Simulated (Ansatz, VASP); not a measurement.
# GaP: VASP beside Ansatz, part 2 of 2

Aim: how closely do two programs agree when they are given the same cell, functional and k mesh? The cell is taken from a series of runs on this material, whose earlier steps may have relaxed, scaled, displaced or heated it; both programs get it as it stands.

VASP 6.6.1 and Ansatz 0.2.0.

So far: The structure; VASP: G0W0 gap, LDA.

## 3. Ansatz: G0W0 gap, LDA

Level of this step: Ansatz beside VASP: Kohn-Sham DFT, plane waves, LDA (Ansatz).

Ansatz runs on its default PAW (the set named soft_2) files.

The same cell, functional (in two slightly different forms) and mesh now go to Ansatz, which takes its cutoff from its data sets.

The input, input.yaml:

```yaml
crystal:
  lattice:
    - [-1.8885019048, -2.6707449981, 1.9473645642]
    - [1.8885019048, -2.6707449981, 1.9473645642]
    - [0.0, 3.7e-09, 3.8947291234]
  atoms:
    - { symbol: Ga, position: [-0.0022071705, -0.0022071705, 0.0022071705] }
    - { symbol: P, position: [0.7522071705, 0.7522071705, 0.7477928295] }
kpoints:
  mp_grid: { grid: [6, 6, 6] }
hamiltonian:
  xc: lda
scf:
  occupations: { method: fixed }
gw:
  n_empty_bands: 163
  ecut_chi: 150.0
  qp_bands: [v3, c3]
  screening: { model: contour_deformation }
```

Command:

```bash
$ ansatz run input.yaml --threads 8 --pin off --max-ram 18432MiB --backend cpu --events-out ev --progress --plain --runs-dir out
```

Numbers of over 12 decimals in the logs are rounded to 6 here.

What it wrote:

```text
Engine: ansatz 0.2.0, x86_64-unknown-linux-gnu
Pseudopotentials: kind: paw
Pseudopotential: Ga, paw, valence charge 13, recommended cutoff 420 eV (normal), Ga.paw.azcp
Pseudopotential: P, paw, valence charge 5, recommended cutoff 420 eV (normal), P.paw.azcp
Functional definition: SPW92
  exchange = slater_x
  correlation = pw_c
Crystal: 2 atoms, lattice volume = 39.288 Å³
Basis set: ecut = 420 eV, 757 PW (Γ)
Bands: 13, of which v1, the nominal top of the filled ones, is band 9 counted from 1 (8 counted from 0)
Symmetry: 4 space group operations
Space group: Imm2 (ITA 44), of the structure as read, at distance tolerance 3.4e-5 Å
k-points: 46 of 216 (time reversal used)
Non-local potential: Ga, projectors of the file, l = 0: 2, l = 1: 2, l = 2: 3, l = 3: 1
Non-local potential: P, projectors of the file, l = 0: 2, l = 1: 2, l = 2: 2
PAW form: soft (Blöchl's): semilocal exchange-correlation on the pseudo side does not see the compensation charge
PAW frozen core: Ga, regenerated for the run's functional, and the local potential with it (the file was generated under x = pbe(κ = 0.804, μ = 0.219515), c = pbe(β = 0.066725))
PAW frozen core: P, regenerated for the run's functional, and the local potential with it (the file was generated under x = pbe(κ = 0.804, μ = 0.219515), c = pbe(β = 0.066725))
PAW one-centre angular grid: Ga, 590 points (default); XC on 64 Gauss nodes
PAW one-centre angular grid: P, 110 points (default); XC on 64 Gauss nodes
Initial density: superposition of atomic densities (neutral atoms: chi_scale 0, normalization atom), corrected by the library's trained network
Initial wavefunctions: pseudopotential atomic-orbital guess
Functional: x = slater, c = lda
SCF iter   1: F=—  HF=-4433.745798 eV  |F-HF|=—  |Δ(HF+E_count)|=         —  Δρ=6.00e-3  dr2=1.37e-2  ethr=1.77e-3  ⟨swp⟩=5.0  Hψ=3150  notcnv=0  defer=88
preconditioner: auto → none  [insulator: Δε(μ)=1.040 eV  Ē_g=15.628 eV  n_scr=14 (ndim 8)  ℏωp=25.1 eV  f_vac=0.009  ε∞_Penn≈3.6]
SCF iter   2: F=—  HF=-4433.740812 eV  |F-HF|=—  |Δ(HF+E_count)|=   4.99e-3  Δρ=3.00e-3  dr2=1.48e-3  ethr=7.62e-5  ⟨swp⟩=2.9  Hψ=1223  notcnv=0  defer=90
SCF iter   3: F=—  HF=-4433.740420 eV  |F-HF|=—  |Δ(HF+E_count)|=   3.92e-4  Δρ=9.23e-4  dr2=2.59e-4  ethr=8.23e-6  ⟨swp⟩=2.6  Hψ=1150  notcnv=0  defer=92
SCF iter   4: F=—  HF=-4433.740315 eV  |F-HF|=—  |Δ(HF+E_count)|=   1.05e-4  Δρ=3.44e-4  dr2=2.06e-5  ethr=1.44e-6  ⟨swp⟩=2.0  Hψ=1110  notcnv=0  defer=87
iter 5 did not close the SCF: its close was put off for the readings that it lacked (scf_convergence_deferred on its scf_iter line)
SCF iter   5: F=-4433.740312 eV  HF=-4433.740312 eV  |F-HF|=6.04e-9  |Δ(HF+E_count)|=   2.18e-6  Δρ=1.77e-5  dr2=9.57e-8  ethr=1.15e-7  ⟨swp⟩=2.9  Hψ=924  notcnv=0  defer=76
SCF iter   6: F=-4433.740312 eV  HF=-4433.740312 eV  |F-HF|=3.78e-9  |Δ(HF+E_count)|=   4.53e-9  Δρ=4.33e-6  dr2=6.83e-9  ethr=5.31e-10  ⟨swp⟩=6.0  Hψ=3142  notcnv=0
SCF 1 converged in 6 iterations: F = -4433.740312 eV  dr2 = 6.83e-9
  greatest PAW one-centre occupation: 0.994 electrons in one spin orbital (limit 2), on the Ga atom at site 0 (counted from 0), in its partial waves of l = 2
NSCF: frozen V_eff on 46 k-points
G₀W₀ screening: q 1/46
[... further progress lines ...]
NSCF: frozen V_eff on 1 k-points
NSCF: frozen V_eff on 1 k-points
[...]
SCF converged after 6 iterations
Free energy (F): -4433.740312 eV
Harris-Foulkes:  -4433.740312 eV  (|F-HF|=3.78e-9)
Internal energy: -4433.740312 eV  (E = F + TS)
E sigma→0 (E₀):  -4433.740312 eV
Fermi energy:    7.325813 eV
--- Per-component energies (eV) ---
  E_band       = -58.831451
  E_kinetic    = 187.655798
  E_local      = -2185.835120  (includes V_loc(G=0)·N_el)
  E_nonlocal   = 462.083996
  E_hartree    = 1009.811360
  E_xc         = -130.603147
  E_vxc        = -120.278024  (∫ρ·V_xc dr)
  E_paw        = -2452.860829  (= ΣΔE_a)
  E_vpaw       = -422.080857  (= ΣTr[D̂ρ^β])
  E_aug_tail   = -0.000123  (compensation charges beyond the density's cutoff)
  E_ewald      = -1325.838079
  E_core_change = 1.845831  (= ΣΔE_core)
  E_smearing   = -0.000000  (= −TS)
  E_closure    = -0.000000  (closes the sum)
  Σ components = -4433.740312   (vs F -4433.740312, Δ=0.00e0)
--- Band table (eV; the first three rows and the last of 46) ---
  k-point 0: bands = [... 5 lower, -5.5171, 7.0875, 7.2803, 7.3258, 9.0428, 10.8431, 11.0303, 11.2031]
  k-point 1: bands = [... 5 lower, -5.1563, 4.6632, 6.8604, 6.9277, 9.7098, 11.4730, 11.7300, 12.1690]
  k-point 2: bands = [... 5 lower, -4.1919, 1.7751, 6.3503, 6.3531, 9.2016, 11.9792, 12.0304, 14.7326]
[...]
28     9      5.0962   -16.0935     1.7356   -13.8810  0.7523     4.6156     4.6193  root
    28    10     10.5737    -8.2570    -4.4341   -13.0410  0.7702    10.9255    10.9236  root
    28    11     11.5023    -7.9654    -4.8138   -13.1671  0.7614    11.8929    11.8902  root
    28    12     12.3311    -6.9645    -4.7939   -12.0662  0.7619    12.6404    12.6390  root
    29     7      0.7368   -17.6426     3.7500   -13.5076  0.6997     0.3499     0.3518  root
    29     8      4.5643   -16.2274     1.8807   -13.8992  0.7454     4.1133     4.1169  root
    29     9      5.3092   -16.3604     1.6844   -14.1934  0.7548     4.8231     4.8266  root
    29    10      9.6081    -8.6042    -4.1710   -13.1354  0.7786     9.9699     9.9683  root
    29    11     11.8724    -7.6113    -4.8116   -12.7842  0.7601    12.2357    12.2336  root
    29    12     12.8948    -7.2204    -5.0587   -12.6353  0.7535    13.2529    13.2511  root
    30     7      1.4906   -18.5025     3.4004   -14.7212  0.7047     1.1082     1.1097  root
    30     8      3.8118   -15.7264     2.2462   -13.0010  0.7324     3.3278     3.3325  root
    30     9      5.0810   -16.0038     1.7424   -13.7845  0.7519     4.6004     4.6041  root
    30    10     10.8476    -8.3683    -4.4680   -13.1888  0.7689    11.2021    11.2001  root
    30    11     11.5484    -7.8829    -4.8534   -13.1246  0.7600    11.9394    11.9367  root
    30    12     12.4422    -7.0932    -4.8309   -12.2410  0.7603    12.7607    12.7591  root
    31     7      0.3799   -18.1954     3.7779   -14.0677  0.7036     0.0281     0.0302  root
    31     8      3.7055   -15.9490     2.3735   -13.0715  0.7298     3.1964     3.2016  root
    31     9      3.8076   -15.3390     2.1946   -12.6617  0.7343     3.3198     3.3249  root
    31    10     10.5863    -7.4999    -4.2970   -12.0445  0.7774    10.8348    10.8339  root
    31    11     10.8228    -8.1947    -4.5872   -13.1739  0.7680    11.2173    11.2148  root
    31    12     14.2303    -6.9837    -5.6267   -12.9549  0.7397    14.5756    14.5748  root
    32     7      0.6281   -18.0526     3.7198   -13.9700  0.7050     0.2637     0.2652  root
    32     8      3.3336   -15.8080     2.4865   -12.8409  0.7242     2.8484     2.8531  root
[...]
44    11     13.3270    -7.8811    -5.5805   -13.8749  0.7303    13.7432    13.7403  root
    44    12     14.4975    -6.9305    -5.7853   -13.0810  0.7315    14.8645    14.8627  root
    45     7      0.3064   -18.2731     3.8658   -14.0491  0.6988    -0.0539    -0.0518  root
    45     8      4.1587   -16.0601     2.1469   -13.4071  0.7396     3.6472     3.6526  root
    45     9      4.5384   -16.1965     2.0856   -13.6002  0.7434     4.0229     4.0277  root
    45    10      8.4143    -7.3653    -3.8340   -11.4377  0.7904     8.6533     8.6528  root
    45    11      8.9595    -7.7594    -3.9538   -12.0010  0.7886     9.2482     9.2473  root
    45    12     17.7982    -7.2003    -7.0183   -14.6080  0.7168    18.1887    18.1876  root
```

The column dr2 measures how far the density is from self-consistency, as an energy; F and HF (Harris–Foulkes) agree once it is small.

## 4. Comparison

Known differences besides the potentials themselves: the two LDA forms differ slightly; fixed occupations in Ansatz, narrow Gaussian smearing in VASP; the cutoff is 420 eV in Ansatz and 430 eV in VASP; VASP's log shows a relativistic correction to its local exchange, Ansatz's none; Ansatz integrates over frequency by contour deformation, VASP on a grid of NOMEGA points. Total energies have different zeros and are not compared.

Compared:

| quantity | Ansatz | VASP | difference |
| --- | --- | --- | --- |
| G0W0 gap on the mesh (eV) | 1.76 | 1.78 | -0.03 |
| Kohn-Sham gap under it (eV) | 1.09 | 1.09 | 0.00 |

## 5. Summary of results

```json
{
  "difference in G0W0 gap on the mesh (G0W0 gap, LDA)": "-0.028 eV"
}
```

The difference in G0W0 gap on the mesh is -0.028 eV (G0W0 gap, LDA). Such differences can come from data sets, numerical settings and the points named under the comparisons, not from the functional's error against experiment.

[Lines on the potential files, build, host, timing and source positions are cut from VASP's logs without a mark.]

[Logs are printed without paths, hosts, clocks, repeated set-up lines and the standing remarks that a program may print on its own settings, such as how far it seeks lower states.]

[Hosts, paths, dates, database ids (printed as entryN), source tags and the programs' standing remarks are cut or masked in the printed files.]
